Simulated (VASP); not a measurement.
**From VASP inputs to Ansatz: BaZrO3 (strained cubic perovskite)**

INCAR

```
EDIFF = 1E-7
LCHARG = .TRUE.
IBRION = -1
NBANDS = 28
ENCUT = 520
LWAVE = .FALSE.
PREC = Accurate
GGA = PE
NSW = 0
NELM = 120
LASPH = .TRUE.
ISIF = 2
SIGMA = 0.02
LELF = .TRUE.
ISMEAR = -1
LREAL = .FALSE.
```

KPOINTS

```
KPOINTS created by Atomic Simulation Environment
0
Gamma
6 6 6
0 0 0
```

KPOINTS_OPT

```
special points
5
Reciprocal
0.0000000000 0.0000000000 0.0000000000 1
0.0000000000 0.5000000000 0.0000000000 1
0.5000000000 0.5000000000 0.0000000000 1
0.5000000000 0.5000000000 0.5000000000 1
0.4947920000 -0.5000000000 -0.5000000000 1
```

POSCAR

```
Ba Zr O
 1.0000000000000000
     4.2053549142000000    0.0000000000000000    0.0000000000000000
     0.0000000000000000    4.2053549142000000    0.0000000000000000
     0.0000000000000000    0.0000000000000000    4.1633013650999997
 Ba  Zr  O
   1   1   3
Cartesian
  0.0000000000000000  0.0000000000000000  0.0000000000000000
  2.1026774571000004  2.1026774571000004  2.0816506825499999
  2.1026774571000004  2.1026774571000004  0.0000000000000000
  2.1026774571000004  0.0000000000000000  2.0816506825499999
  0.0000000000000000  2.1026774571000004  2.0816506825499999
```

VASP ran with the recommended PBE PAW datasets (40 valence electrons in the cell).

Q: Translate these files to an Ansatz input.

A: 

```yaml
crystal:
  lattice:
    - [4.2053549142, 0.0, 0.0]
    - [0.0, 4.2053549142, 0.0]
    - [0.0, 0.0, 4.1633013651]
  atoms:
    - { symbol: Ba, position: [0.0, 0.0, 0.0] }
    - { symbol: Zr, position: [0.5, 0.5, 0.5] }
    - { symbol: O, position: [0.5, 0.5, 0.0] }
    - { symbol: O, position: [0.5, 0.0, 0.5] }
    - { symbol: O, position: [0.0, 0.5, 0.5] }
kpoints:
  mp_grid: { grid: [6, 6, 6] }
  band_path:
    path:
      - [0.0, 0.0, 0.0]
      - [0.0, 0.5, 0.0]
      - [0.5, 0.5, 0.0]
      - [0.5, 0.5, 0.5]
      - [0.494792, -0.5, -0.5]
    npoints: 1
hamiltonian:
  xc: pbe
scf:
  occupations: { method: fermi_dirac, width: 0.02 }
  n_extra_bands: 5
output:
  forces: true
  stress: true
  eigenvalues: true
  write_density: true
  write_potential: true
  elf: true
  volumetric_format: npy
```

Other inputs would serve too.

```tsv
	VASP	Ansatz
gap between bands v and c	3.15 eV	3.20 eV
least direct gap	3.37 eV	3.39 eV
pressure	5.1 GPa	4.1 GPa
```

Datasets and cutoffs are each program's own. VASP's cell holds 40 valence electrons and Ansatz's 40. Ansatz's stress includes a Pulay correction; VASP's doesn't.
